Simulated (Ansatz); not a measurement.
# CdS (Greenockite) (P6_3mc) in Ansatz: a series of runs

One crystal, CdS (Greenockite), is run at these levels: PBE, LDA; tasks: single point, molecular dynamics.

Everything below comes from runs of Ansatz 0.2.0. Logs are shortened: lines on timing, memory, paths and dates and some standing lists are left out, and cuts for length are marked.

**The experiment to reproduce.**

“Isotope dependence of band-gap energy”, 2008, arxiv:0807.2152 quotes, for a bulk crystal of CdS: band gap 2.5809 ± 0.0002 eV.

How close the calculation comes is told below.

## 1. The structure

Symmetry: P6_3mc, No. 186, hexagonal system. The conventional cell has a = 4.150 Å, b = 4.150 Å, c = 6.737 Å, α = 90.00°, β = 90.00°, γ = 120.00°. Cd (site symmetry 3m) has 4 S at 2.53 to 2.54 Å as nearest neighbours. S (site symmetry 3m) has 4 Cd at 2.53 to 2.54 Å as nearest neighbours.

## 2. Single point, PBE

Input file input.yaml:

```yaml
crystal:
  lattice:
    - [4.15, 0.0, 0.0]
    - [-2.075, 3.5940054257, 0.0]
    - [0.0, 0.0, 6.737]
  atoms:
    - { symbol: Cd, position: [0.6666666667, 0.3333333333, 0.5] }
    - { symbol: Cd, position: [0.3333333333, 0.6666666667, 0.0] }
    - { symbol: S, position: [0.6666666667, 0.3333333333, 0.875] }
    - { symbol: S, position: [0.3333333333, 0.6666666667, 0.375] }
kpoints:
  mp_grid: { grid: [5, 5, 3] }
scf:
  occupations: { method: fermi_dirac, width: 0.04 }
hamiltonian:
  xc: pbe
  pseudopotentials: { kind: all_electron, lapw: { basis_error: 0.003 } }
output:
  forces: true
  stress: true
  eigenvalues: true
```

Potentials or basis: all-electron LAPW, scalar-relativistic.

Launch:

```bash
$ ansatz run input.yaml --threads 2 --pin off --max-ram 6144MiB --backend cpu --events-out ev --progress --plain --runs-dir out
```

The program printed:

```text
Warning: RAYON_NUM_THREADS=2 ignored (pool sized by the plan → 2); use --threads N
LAPW: plane waves up to 7.526 Å⁻¹, error target 3.0e-3 eV per atom; small_component_spin mean_spin; S in spheres of 1.091 Å, 14 of its electrons in bands, Dirac shells []; Cd in spheres of 1.436 Å, 20 of its electrons in bands, Dirac shells [] (how accurate: hamiltonian.pseudopotentials.lapw.basis_error, Limitations)
Engine: ansatz 0.2.0, x86_64-unknown-linux-gnu
Pseudopotentials: kind: all_electron
Pseudopotential: Cd, LAPW, valence charge 20, lapw/all_electron/scalar/gaussian/Cd, Koelling and Harmon's equation, gaussian nucleus
Pseudopotential: S, LAPW, valence charge 14, lapw/all_electron/scalar/gaussian/S, Koelling and Harmon's equation, gaussian nucleus
Functional definition: PBE
  parameter kappa = 0.804
  parameter beta = 0.06672455060314922
  exchange = pbe_x(kappa = kappa, mu = beta*pi^2/3)
  correlation = pbe_c(beta = beta)
Crystal: 4 atoms, lattice volume = 100.483 Å³
Basis set: ecut = 215.78952110537443 eV, 701 PW (Γ), exchange–correlation at level 2
Bands: 41, of which v1, the nominal top of the filled ones, is band 34 counted from 1 (33 counted from 0)
Symmetry: 12 space group operations
Space group: P63mc (ITA 186), of the structure as read, at distance tolerance 4.6e-5 Å
k-points: 10 of 75 (time reversal used)
Non-local potential: Cd, projectors of the file, none
Non-local potential: S, projectors of the file, none
Initial density: superposition of atomic densities (chi_scale 0.1, normalization cell, long waves kept (reshape's long-wave potential 0.00 eV rms))
Initial wavefunctions: plane waves of lowest kinetic energy (no species holds an atomic orbital)
Functional: x = pbe(κ = 0.804, μ = 0.2195149727645171), c = pbe(β = 0.06672455060314922)
iter 1 solved again at ethr=4.33e-3 eV; its pass at ethr=1.00e-1 eV (dr2=2.95e0 eV) is discarded
SCF iter   1: F=—  HF=-326199.921561 eV  |F-HF|=—  |Δ(HF+E_count)|=         —  Δρ=3.79e-2  dr2=2.95e0  ethr=4.33e-3  ⟨swp⟩=2.0  Hψ=2793  notcnv=0
preconditioner: auto → Resta (q_TF=auto, 2.556 Å⁻¹)  ε∞=4.7  [insulator: Δε(μ)=1.781 eV  Ē_g=11.572 eV  σ=0.040 eV  W_gap=1.00  n_scr=22 (ndim 8)  ℏωp=22.2 eV  f_vac=0.142  D(μ)=0.00/eV (n_scr^D=0)  ε∞_Penn≈4.7]
SCF iter   2: F=—  HF=-326198.915659 eV  |F-HF|=—  |Δ(HF+E_count)|=    1.01e0  Δρ=1.56e-2  dr2=4.62e-1  ethr=4.33e-3  ⟨swp⟩=3.0  Hψ=1237  notcnv=0
SCF iter   3: F=—  HF=-326198.832687 eV  |F-HF|=—  |Δ(HF+E_count)|=   8.30e-2  Δρ=8.02e-3  dr2=1.17e-1  ethr=6.80e-4  ⟨swp⟩=2.0  Hψ=1210  notcnv=0
iter 4 solved again at ethr=1.25e-5 eV; its pass at ethr=1.72e-4 eV (dr2=8.53e-3 eV) is discarded
SCF iter   4: F=—  HF=-326198.824723 eV  |F-HF|=—  |Δ(HF+E_count)|=         —  Δρ=2.53e-3  dr2=8.49e-3  ethr=1.25e-5  ⟨swp⟩=2.0  Hψ=2050  notcnv=0
the basis was enlarged: its passes take 2.2 MiB over the memory plan, 2 of 2 planned eigensolver slots
SCF iter   5: F=—  HF=-326198.824438 eV  |F-HF|=—  |Δ(HF+E_count)|=   2.85e-4  Δρ=7.92e-4  dr2=6.90e-4  ethr=1.25e-5  ⟨swp⟩=2.2  Hψ=1177  notcnv=0
SCF iter   6: F=—  HF=-326198.825779 eV  |F-HF|=—  |Δ(HF+E_count)|=   1.34e-3  Δρ=2.68e-4  dr2=1.13e-4  ethr=1.02e-6  ⟨swp⟩=3.0  Hψ=1224  notcnv=0
SCF iter   7: F=—  HF=-326198.826109 eV  |F-HF|=—  |Δ(HF+E_count)|=   3.30e-4  Δρ=6.07e-5  dr2=7.31e-6  ethr=1.67e-7  ⟨swp⟩=3.0  Hψ=1256  notcnv=0
SCF iter   8: F=—  HF=-326198.826133 eV  |F-HF|=—  |Δ(HF+E_count)|=   2.43e-5  Δρ=1.97e-5  dr2=7.54e-7  ethr=1.08e-8  ⟨swp⟩=3.0  Hψ=1258  notcnv=0
SCF iter   9: F=-326198.826134 eV  HF=-326198.826134 eV  |F-HF|=9.08e-9  |Δ(HF+E_count)|=   9.83e-7  Δρ=3.36e-6  dr2=1.70e-8  ethr=1.11e-9  ⟨swp⟩=3.0  Hψ=1244  notcnv=0
SCF 1 converged in 9 iterations: F = -326198.826134 eV  dr2 = 1.70e-8
SCF converged after 9 iterations
Free energy (F): -326198.826134 eV
Harris-Foulkes:  -326198.826134 eV  (|F-HF|=9.08e-9)
Internal energy: -326198.826134 eV  (E = F + TS)
E sigma→0 (E₀):  -326198.826134 eV
Entropy (-TS):   -0.000000 eV (-0.000 meV/atom)
Fermi energy:    8.177444 eV
--- Per-component energies (eV) ---
  E_band       = -3464.971356
  E_kinetic    = 340777.615859
  E_xc         = -9816.414993
  E_electrostatic = -657160.027000  (all electrons and nuclei)
  E_smearing   = -0.000000  (= −TS)
  E_closure    = 0.000000  (closes the sum)
  E_atoms      = -326186.558096  (free atoms, spherical and without spin; not in F)
  Σ components = -326198.826134   (vs F -326198.826134, Δ=0.00e0)
  Basis errors (estimates in eV, not in F): energy 1.3e-3 per atom: plane waves 1.2e-3 (7.2e-4 summed), levels above the bands 2.5e-72, relativity 2.3e-7, radial functions 7.7e-5, core shells 1.9e-7; eigenvalues (radial functions only) 3.7e-6; not estimated: angular momenta, meshes, grids; target (lapw.basis_error) 3.0e-3; muffin-tin radii S 1.091 Å, Cd 1.436 Å
--- Forces (eV/Å), atoms counted from 1 ---
  atom   1  Cd     0.00000000     0.00000000    -0.06526914
  atom   2  Cd     0.00000000    -0.00000000    -0.06526914
  atom   3  S     -0.00000000     0.00000000     0.06526443
  atom   4  S      0.00000000    -0.00000000     0.06526443
  max |Σ_I F_I| component: 9.41e-6 eV/Å
--- Stress (GPa, compression-positive) ---
        1.929560       0.000000       0.000000
        0.000000       1.929560       0.000000
        0.000000       0.000000       2.518202
  P = ⅓ Tr σ = 2.1258 GPa (21.258 kbar)
--- Band table (eV; the first three rows and the last of 10) ---
  k-point 0: bands = ["-196.8727", "-196.8727", "-141.6483", "-141.6483", "-141.6462", "-141.6462", "-141.6462", "-141.6462", "-93.7183", "-93.7183", "-54.7893", "-54.7893", "-54.7893", "-54.7892", "-54.7892", "-54.7887", "-4.7283", "-4.3013", "-0.1091", "-0.0869", "-0.0869", "-0.0014", "-0.0014", "0.3108", "0.3108", "0.4000", "0.4000", "0.7350", "3.2358", "6.8079", "6.8079", "7.5198", "7.5629", "7.5629", "8.7573", "10.3523", "14.0246", "14.0246", "14.3504", "15.1227", "15.1227"]
  k-point 1: bands = ["-196.8727", "-196.8727", "-141.6483", "-141.6483", "-141.6462", "-141.6462", "-141.6462", "-141.6462", "-93.7183", "-93.7183", "-54.7892", "-54.7892", "-54.7892", "-54.7892", "-54.7891", "-54.7889", "-4.6191", "-4.4046", "-0.0706", "-0.0706", "-0.0279", "-0.0279", "-0.0221", "0.3375", "0.3375", "0.3379", "0.3822", "0.3822", "4.2266", "6.0627", "6.9870", "6.9870", "7.3639", "7.3639", "9.9836", "10.4583", "13.6966", "14.1591", "14.1591", "14.2852", "14.6754"]
  k-point 2: bands = ["-196.8727", "-196.8727", "-141.6483", "-141.6483", "-141.6462", "-141.6462", "-141.6462", "-141.6462", "-93.7183", "-93.7183", "-54.7894", "-54.7893", "-54.7893", "-54.7892", "-54.7892", "-54.7887", "-4.5993", "-4.2482", "-0.0634", "-0.0396", "0.0108", "0.0661", "0.0708", "0.2841", "0.3166", "0.3561", "0.4111", "0.8197", "3.4840", "5.5713", "6.0778", "6.3898", "7.2311", "7.3120", "10.1632", "11.3946", "13.1770", "14.2012", "14.4721", "14.9560", "15.2111"]
  k-point 9: bands = ["-196.8727", "-196.8727", "-141.6483", "-141.6483", "-141.6463", "-141.6462", "-141.6462", "-141.6462", "-93.7183", "-93.7183", "-54.7896", "-54.7896", "-54.7895", "-54.7894", "-54.7890", "-54.7889", "-4.2437", "-4.2023", "0.0355", "0.0600", "0.1029", "0.1623", "0.2738", "0.3060", "0.3579", "0.3734", "0.7980", "0.8651", "3.5279", "3.7435", "5.1662", "5.8426", "6.0609", "6.4728", "11.5808", "12.1717", "13.2935", "13.2988", "14.0414", "14.9386", "16.2101"]
```

It took 4.5 s on 2 threads of AMD EPYC 9R45 (Zen 5), shared host; peak memory 0.36 GiB.

Results:

| Property | Result |
| --- | --- |
| Free energy | -326198.8261 eV |
| Pressure | 2.1 GPa |
| Largest force | 0.065 eV/Å |
| Band gap on the k mesh | 1.19 eV, direct |

Forces on the atoms (eV/Å):
```
Cd   0.000  0.000 -0.065
Cd   0.000  0.000 -0.065
S    0.000  0.000  0.065
S    0.000  0.000  0.065
```

## 3. Single point, PBE

Changes to input.yaml since step 2:

```diff
@@ -16,3 +16,3 @@
   xc: pbe
-  pseudopotentials: { kind: all_electron, lapw: { basis_error: 0.003 } }
+  pseudopotentials: { kind: all_electron, lapw: { basis_error: 0.002 } }
 output:
```

Potentials or basis: all-electron LAPW, scalar-relativistic.

Launch:

```bash
$ ansatz run input.yaml --threads 2 --pin off --max-ram 6144MiB --backend cpu --events-out ev --progress --plain --runs-dir out
```

The program printed:

```text
Warning: RAYON_NUM_THREADS=2 ignored (pool sized by the plan → 2); use --threads N
LAPW: plane waves up to 7.716 Å⁻¹, error target 2.0e-3 eV per atom; small_component_spin mean_spin; S in spheres of 1.093 Å, 14 of its electrons in bands, Dirac shells []; Cd in spheres of 1.434 Å, 20 of its electrons in bands, Dirac shells [] (how accurate: hamiltonian.pseudopotentials.lapw.basis_error, Limitations)
[... 9 set-up lines as earlier in the session ...]
Crystal: 4 atoms, lattice volume = 100.483 Å³
Basis set: ecut = 226.8334591369084 eV, 785 PW (Γ), exchange–correlation at level 2
Bands: 41, of which v1, the nominal top of the filled ones, is band 34 counted from 1 (33 counted from 0)
[... 2 set-up lines as earlier in the session ...]
k-points: 10 of 75 (time reversal used)
[... 5 set-up lines as earlier in the session ...]
iter 1 solved again at ethr=4.33e-3 eV; its pass at ethr=1.00e-1 eV (dr2=2.95e0 eV) is discarded
SCF iter   1: F=—  HF=-326199.922978 eV  |F-HF|=—  |Δ(HF+E_count)|=         —  Δρ=3.80e-2  dr2=2.95e0  ethr=4.33e-3  ⟨swp⟩=2.0  Hψ=2793  notcnv=0
preconditioner: auto → Resta (q_TF=auto, 2.556 Å⁻¹)  ε∞=4.7  [insulator: Δε(μ)=1.781 eV  Ē_g=11.572 eV  σ=0.040 eV  W_gap=1.00  n_scr=22 (ndim 8)  ℏωp=22.2 eV  f_vac=0.146  D(μ)=0.00/eV (n_scr^D=0)  ε∞_Penn≈4.7]
SCF iter   2: F=—  HF=-326198.916833 eV  |F-HF|=—  |Δ(HF+E_count)|=    1.01e0  Δρ=1.56e-2  dr2=4.63e-1  ethr=4.33e-3  ⟨swp⟩=3.0  Hψ=1237  notcnv=0
SCF iter   3: F=—  HF=-326198.834063 eV  |F-HF|=—  |Δ(HF+E_count)|=   8.28e-2  Δρ=8.03e-3  dr2=1.17e-1  ethr=6.81e-4  ⟨swp⟩=2.0  Hψ=1208  notcnv=0
iter 4 solved again at ethr=1.25e-5 eV; its pass at ethr=1.72e-4 eV (dr2=8.49e-3 eV) is discarded
SCF iter   4: F=—  HF=-326198.826087 eV  |F-HF|=—  |Δ(HF+E_count)|=   7.98e-3  Δρ=2.52e-3  dr2=8.45e-3  ethr=1.25e-5  ⟨swp⟩=2.0  Hψ=2052  notcnv=0
SCF iter   5: F=—  HF=-326198.825726 eV  |F-HF|=—  |Δ(HF+E_count)|=   3.61e-4  Δρ=7.92e-4  dr2=6.87e-4  ethr=1.24e-5  ⟨swp⟩=2.1  Hψ=1176  notcnv=0
SCF iter   6: F=—  HF=-326198.827062 eV  |F-HF|=—  |Δ(HF+E_count)|=   1.34e-3  Δρ=2.68e-4  dr2=1.14e-4  ethr=1.01e-6  ⟨swp⟩=3.0  Hψ=1225  notcnv=0
SCF iter   7: F=—  HF=-326198.827392 eV  |F-HF|=—  |Δ(HF+E_count)|=   3.31e-4  Δρ=6.08e-5  dr2=7.35e-6  ethr=1.67e-7  ⟨swp⟩=3.0  Hψ=1256  notcnv=0
SCF iter   8: F=—  HF=-326198.827416 eV  |F-HF|=—  |Δ(HF+E_count)|=   2.43e-5  Δρ=1.97e-5  dr2=7.53e-7  ethr=1.08e-8  ⟨swp⟩=3.0  Hψ=1258  notcnv=0
SCF iter   9: F=-326198.827417 eV  HF=-326198.827417 eV  |F-HF|=8.91e-9  |Δ(HF+E_count)|=   9.79e-7  Δρ=3.36e-6  dr2=1.71e-8  ethr=1.11e-9  ⟨swp⟩=3.0  Hψ=1244  notcnv=0
SCF 1 converged in 9 iterations: F = -326198.827417 eV  dr2 = 1.71e-8
SCF converged after 9 iterations
Free energy (F): -326198.827417 eV
Harris-Foulkes:  -326198.827417 eV  (|F-HF|=8.91e-9)
Internal energy: -326198.827417 eV  (E = F + TS)
E sigma→0 (E₀):  -326198.827417 eV
Entropy (-TS):   -0.000000 eV (-0.000 meV/atom)
Fermi energy:    8.177429 eV
--- Per-component energies (eV) ---
  E_band       = -3464.969446
  E_kinetic    = 340777.615352
  E_xc         = -9816.415106
  E_electrostatic = -657160.027664  (all electrons and nuclei)
  E_smearing   = -0.000000  (= −TS)
  E_closure    = 0.000000  (closes the sum)
  E_atoms      = -326186.558096  (free atoms, spherical and without spin; not in F)
  Σ components = -326198.827417   (vs F -326198.827417, Δ=0.00e0)
  Basis errors (estimates in eV, not in F): energy 8.6e-4 per atom: plane waves 7.8e-4 (4.7e-4 summed), levels above the bands 2.5e-72, relativity 4.8e-8, radial functions 7.6e-5, core shells 2.0e-7; eigenvalues (radial functions only) 3.6e-6; not estimated: angular momenta, meshes, grids; target (lapw.basis_error) 2.0e-3; muffin-tin radii S 1.093 Å, Cd 1.434 Å
--- Forces (eV/Å), atoms counted from 1 ---
  atom   1  Cd     0.00000000     0.00000000    -0.06526275
  atom   2  Cd    -0.00000000    -0.00000000    -0.06526275
  atom   3  S      0.00000000     0.00000000     0.06525730
  atom   4  S     -0.00000000    -0.00000000     0.06525730
  max |Σ_I F_I| component: 1.09e-5 eV/Å
--- Stress (GPa, compression-positive) ---
        1.928696       0.000000       0.000000
       -0.000000       1.928696       0.000000
        0.000000       0.000000       2.516610
  P = ⅓ Tr σ = 2.1247 GPa (21.247 kbar)
--- Band table (eV; the first three rows and the last of 10) ---
  k-point 0: bands = ["-196.8725", "-196.8725", "-141.6482", "-141.6482", "-141.6461", "-141.6461", "-141.6461", "-141.6461", "-93.7183", "-93.7183", "-54.7893", "-54.7893", "-54.7893", "-54.7892", "-54.7892", "-54.7887", "-4.7283", "-4.3013", "-0.1091", "-0.0870", "-0.0870", "-0.0014", "-0.0014", "0.3108", "0.3108", "0.4000", "0.4000", "0.7350", "3.2358", "6.8078", "6.8078", "7.5197", "7.5629", "7.5629", "8.7572", "10.3523", "14.0244", "14.0244", "14.3503", "15.1225", "15.1225"]
  k-point 1: bands = ["-196.8725", "-196.8725", "-141.6482", "-141.6482", "-141.6461", "-141.6461", "-141.6461", "-141.6461", "-93.7183", "-93.7183", "-54.7893", "-54.7893", "-54.7892", "-54.7892", "-54.7892", "-54.7889", "-4.6191", "-4.4045", "-0.0706", "-0.0706", "-0.0280", "-0.0280", "-0.0221", "0.3374", "0.3374", "0.3379", "0.3822", "0.3822", "4.2266", "6.0627", "6.9870", "6.9870", "7.3639", "7.3639", "9.9836", "10.4582", "13.6965", "14.1590", "14.1590", "14.2852", "14.6753"]
  k-point 2: bands = ["-196.8725", "-196.8725", "-141.6482", "-141.6482", "-141.6461", "-141.6461", "-141.6461", "-141.6461", "-93.7183", "-93.7183", "-54.7894", "-54.7893", "-54.7893", "-54.7892", "-54.7892", "-54.7887", "-4.5992", "-4.2482", "-0.0634", "-0.0396", "0.0107", "0.0661", "0.0708", "0.2840", "0.3165", "0.3560", "0.4110", "0.8197", "3.4840", "5.5713", "6.0778", "6.3898", "7.2311", "7.3120", "10.1632", "11.3945", "13.1769", "14.2011", "14.4721", "14.9559", "15.2110"]
  k-point 9: bands = ["-196.8725", "-196.8725", "-141.6482", "-141.6482", "-141.6461", "-141.6461", "-141.6461", "-141.6461", "-93.7183", "-93.7183", "-54.7896", "-54.7896", "-54.7895", "-54.7894", "-54.7890", "-54.7889", "-4.2437", "-4.2022", "0.0355", "0.0599", "0.1029", "0.1623", "0.2738", "0.3060", "0.3578", "0.3734", "0.7980", "0.8651", "3.5279", "3.7435", "5.1662", "5.8426", "6.0609", "6.4728", "11.5808", "12.1716", "13.2934", "13.2987", "14.0413", "14.9385", "16.2100"]
```

Run time: 12 s. Hardware: 2 threads of Intel Xeon Platinum 8259CL at 2.50GHz (Skylake/Cascade Lake), shared host; peak memory 0.37 GiB.

Results:

* Free energy: -326198.8274 eV
* Pressure: 2.1 GPa
* Largest force: 0.065 eV/Å
* Band gap on the k mesh: 1.19 eV, direct

Forces in eV/Å, atoms in the order of the input:
```
Cd   0.000  0.000 -0.065
Cd   0.000  0.000 -0.065
S    0.000  0.000  0.065
S    0.000  0.000  0.065
```

(Part 1 of 2 ends here.)
